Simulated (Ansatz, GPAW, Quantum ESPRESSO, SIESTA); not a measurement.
ZrC: programs and potentials compared

```
Zr C
1.0
     0.00000    2.36500    2.36500
     2.36500    0.00000    2.36500
     2.36500    2.36500    0.00000
Zr C
1 1
Direct
  0.50000 0.50000 0.50000
  0.00000 0.00000 0.00000
```

Alike in all runs: task band structure; functional LDA; k mesh 10 × 10 × 10; occupations fermi-dirac, width 0.05 eV; no spin polarisation; no spin-orbit coupling. LDA stands for any of its common fits. Pressure is positive in compression and, in plane waves, holds the error of the finite cutoff.

```tsv
program and potentials	plane-wave cutoff (eV)	notes	pressure (GPa)
SIESTA, files PseudoDojo sr-lda-0.4.1-standard, DZP (energy shift 0.003 Ry; two zetas on semicore shells)	-	atomic basis	-10.29
Ansatz, all-electron LAPW, scalar-relativistic	-	-	?
Quantum ESPRESSO, PseudoDojo 0.4.1 SR LDA standard	1116	-	-12.25
GPAW, the program's PAW data sets (release 1.2.1) made for this functional	800	-	-13.69
```

Problem. Estimate from the other rows what the run with Ansatz, all-electron LAPW, scalar-relativistic gave.

Solution. Pressure -12.41 GPa. The other rows, which needn't bracket it: pressure -13.69 to -10.29.
